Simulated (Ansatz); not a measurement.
ZrN:

```
Zr N
1.0
     0.00000    2.30000    2.30000
     2.30000    0.00000    2.30000
     2.30000    2.30000    0.00000
Zr N
1 1
Direct
  0.50000 0.50000 0.50000
  0.00000 0.00000 0.00000
```

- Program: Ansatz 0.2.0
- Task: relaxation of cell and atoms
- Functional: PBEsol
- Potentials or basis: all-electron LAPW, scalar-relativistic
- Basis error allowed: 0.001 eV/atom
- k mesh: 10 × 10 × 10
- Occupations: fermi-dirac, width 0.05 eV
- Spin: no spin polarisation

At the start: volume 12.17 Å³/atom.

Q: How do energy, volume and symmetry change on relaxing?

A: Over 5 steps the energy falls by 9.4 meV/atom and the volume is 11.79 Å³/atom (-3.1 %); space group Fm-3m (No. 225, to 0.05 Å).

Step by step:
```tsv
step	energy change (eV)	largest force (eV/Å)	volume (Å³)
1	0.0000	0.0000	24.33
2	-0.0099	0.0000	23.10
3	-0.0187	0.0000	23.61
4	-0.0187	0.0000	23.59
5	-0.0187	0.0000	23.59
```

Final structure:
```
Zr N
1.0
     0.00000    2.27624    2.27624
     2.27624    0.00000    2.27624
     2.27624    2.27624    0.00000
Zr N
1 1
Direct
  0.50000 0.50000 0.50000
  0.00000 0.00000 0.00000
```
